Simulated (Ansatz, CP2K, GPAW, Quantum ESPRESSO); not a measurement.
Cost and result for the bulk modulus of BaZrO3

```
Ba Zr O
1.0
     4.19134    0.00000    0.00000
     0.00000    4.19134    0.00000
     0.00000    0.00000    4.19134
Ba Zr O
1 1 3
Direct
  0.00000 0.00000 0.00000
  0.50000 0.50000 0.50000
  0.50000 0.50000 0.00000
  0.50000 0.00000 0.50000
  0.00000 0.50000 0.50000
```

| rung | level | program and potentials | cutoff (eV) | k mesh | smearing | core time | chip | bulk modulus (GPa) | notes |
| --- | --- | --- | --- | --- | --- | --- | --- | --- | --- |
| LDA | LDA | Ansatz, Ansatz PAW | 420 | 6 × 6 × 6 | fermi-dirac 0.05 | 12 s | Intel Xeon | 175.3 | potentials made for PBE, which Ansatz adapts in part |
| GGA | PBEsol | Ansatz, Ansatz PAW | 420 | 6 × 6 × 6 | fermi-dirac 0.05 | 16 s | Intel Xeon | 162.7 | potentials made for PBE, which Ansatz adapts in part |
| GGA | PBE | Ansatz, Ansatz PAW | 420 | 6 × 6 × 6 | fermi-dirac 0.05 | 18 s | Intel Xeon | 149.1 | - |
| meta-GGA | r2SCAN | Ansatz, Ansatz PAW | 500 | 6 × 6 × 6 | fermi-dirac 0.05 | 28 s | Intel Xeon | 163.3 | potentials made for PBE, which Ansatz adapts in part |
| GGA | PBEsol | Quantum ESPRESSO, GBRV 1.5 PBEsol | 612 | 6 × 6 × 6 | fermi-dirac 0.05 | 3.7 min | Intel Xeon 6975P-C Granite Rapids | 163.1 | - |
| GGA | PBEsol | Ansatz, all-electron LAPW, scalar-relativistic | - | 6 × 6 × 6 | fermi-dirac 0.05 | 3.8 min | Arm Neoverse V2 | 162.9 | - |
| GGA | PBE | GPAW, GPAW PAW data sets (gpaw-data 1.2.1) | 800 | 6 × 6 × 6 | fermi-dirac 0.05 | 4.9 min | Arm Neoverse V2 | 149.8 | - |
| LDA | LDA | GPAW, the program's PAW data sets (release 1.2.1) made for this functional | 800 | 6 × 6 × 6 | fermi-dirac 0.05 | 10 min | Intel Xeon Skylake/Cascade Lake | 174.6 | - |
| GGA | PBEsol | GPAW, PAW data sets generated for this functional | 800 | 6 × 6 × 6 | fermi-dirac 0.05 | 11 min | Intel Xeon Skylake/Cascade Lake | 162.4 | - |
| LDA | LDA | Quantum ESPRESSO, GBRV 1.5 LDA | 612 | 6 × 6 × 6 | fermi-dirac 0.05 | 12 min | AMD EPYC 7571 | 175.7 | - |
| LDA | LDA | CP2K, GTH_POTENTIALS Ba GTH-PADE-q10, Zr GTH-PADE-q12, O GTH-PADE-q6; TZVP-MOLOPT-PBE-GTH basis | - | 6 × 6 × 6 | fermi-dirac 0.05 | 19 min | Arm Neoverse V2 | 175.4 | atomic basis |

Times are single runs on shared hosts and different chips, so they are rough; meshes, cutoffs and the tasks' sizes weigh on the time. Task: equation of state. All rows: no spin polarisation. Smearing widths are in eV. The cell comes from a database and isn't always the measured one. Meshes are those of the run's cell of 5 atoms unless a note names another. Runs on faulty files, with rough fits or with known faults for this quantity aren't shown. No row holds spin-orbit coupling.

By rung: LDA 174.6 to 175.7; GGA 149.1 to 163.1; meta-GGA 163.3; LDA in atomic bases 175.4 (GPa).
